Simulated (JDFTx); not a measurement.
Set up this calculation in JDFTx 1.7.0 (patched build), as the native input.

- Task: single point
- Functional: GLLB-SC
- Potentials or basis: PseudoDojo-SR-PBE-0.5-standard
- Cutoff: 1143 eV
- Density cutoff: 9143 eV
- k mesh: 5 × 5 × 7
- Occupations: fixed
- Spin: no spin polarisation
- SCF threshold on the residual: 1e-05
- Density cutoff over wavefunction cutoff: 8
- Max SCF steps: 100
- SCF threshold on the energy: 1e-09 Ha
- Solver of the electrons: scf
- Further solve for the empty bands: yes

TiO2:

```xyz
6
Lattice="4.5998 0.0000 0.0000 0.0000 4.5998 0.0000 0.0000 0.0000 2.9592" Properties=species:S:1:pos:R:3 pbc="T T T"
Ti    0.0000    0.0000    1.4796
Ti    2.2999    2.2999    0.0000
O     1.3998    1.3998    1.4796
O     0.9001    3.6997    0.0000
O     3.6997    0.9001    0.0000
O     3.2000    3.2000    1.4796
```

The cell is a database's computed one.

These files were run (other wordings do the same):

TiO2.in

```
lattice Tetragonal 8.6924327600 5.5921031727
coords-type Lattice
ion Ti     0.0000000000     0.0000000000     0.5000000000 1
ion Ti     0.5000000000     0.5000000000     0.0000000000 1
ion O      0.3043213200     0.3043213200     0.5000000000 1
ion O      0.1956786800     0.8043213200     0.0000000000 1
ion O      0.8043213200     0.1956786800     0.0000000000 1
ion O      0.6956786800     0.6956786800     0.5000000000 1

ion-species pseudo/Ti.upf
ion-species pseudo/O.upf
elec-cutoff 42 336
elec-ex-corr orb-GLLBsc
kpoint-folding 5 5 7
elec-n-bands 32
electronic-SCF nIterations 100 energyDiffThreshold 1e-09 residualThreshold 1e-05
electronic-minimize nIterations 30 energyDiffThreshold 1e-7
converge-empty-states yes
forces-output-coords Cartesian

dump-name run.$VAR
dump End Ecomponents EigStats BandEigs Kpoints Forces
```

Potentials or basis: PseudoDojo-SR-PBE-0.5-standard.

Run with:

```console
$ jdftx -c 1 -i TiO2.in -o TiO2.out
```

It gave:

- Band gap on the k mesh, Kohn-Sham part alone: 2.95 eV, direct
- Loewdin charges: Ti +1.77; O -0.86 e

Caveat: the gap lacks the derivative discontinuity; the empty levels aren't tightly converged; a model potential gives levels but no total energy; an odd mesh through Γ misses points on the zone boundary, where band edges often lie.

Wall time 5.4 min on 1 thread of Intel(R) Xeon(R) 6975P-C (Granite Rapids), with other jobs on the host, peak memory 0.2 GiB.
